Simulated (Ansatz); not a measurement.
## Magnetic order of MnS at several levels

```xyz
4
Lattice="0.0000 5.6000 5.6000 2.8000 0.0000 2.8000 2.8000 2.8000 0.0000" Properties=species:S:1:pos:R:3 pbc="T T T"
Mn    0.0000    0.0000    0.0000
S     1.4000    1.4000    1.4000
Mn    0.0000    2.8000    2.8000
S     1.4000    4.2000    4.2000
```

The same starts (parallel, antiparallel patterns that fit this cell, and no moments) were run with plane-wave PAW DFT (Ansatz 0.2.0; atoms fixed, collinear spin, no spin-orbit coupling; 4×8×8 Γ-centred mesh, fermi-dirac occupations of width 0.050 eV) at these levels: PBE, 420 eV; PBE with U_eff = 4.0 eV on Mn d (all-electron-ortho-atomic projectors), 420 eV; r2SCAN, 500 eV.

**Question.** How do order, exchange and moments depend on the level?

**Answer.** The runs give, at zero smearing:

```
  level               lowest state  mean moment on Mn (μB)  parallel less best compensated antiparallel (meV per Mn)  gain over no moments (meV per Mn)
    PBE  antiparallel, compensated                    4.02                                                      +232                               1812
PBE + U  antiparallel, compensated                    4.30                                                       +80                               4081
 r2SCAN  antiparallel, compensated                    4.20                                                      +146                               3090
```

Site moments are taken in small spheres that don't touch (radius about 0.4 of the atom's shortest bond), so those of the magnetic atoms read low. All levels favour antiparallel moments: the difference runs from +80 to +232 meV per Mn. The moment grows from 4.02 μB under PBE to 4.30 μB under PBE + U.

The cell is that of a Crystallography Open Database entry, unchanged but doubled along one cell vector so that moments can oppose.

Caveats: only orders that fit this cell were tried, so the true order may need a larger cell or canted moments; atoms and cell are held at the entry's values; differences under about 5 meV per magnetic atom weren't tested against a denser mesh or another U, and are taken as unresolved; the U is a value in common use, not computed for this crystal; the state without moments isn't the paramagnet, so the last column is no ordering energy, and a U inflates it; the nearest magnetic atoms form triangles, which frustrates antiparallel coupling, so the true order may be non-collinear or need another cell.
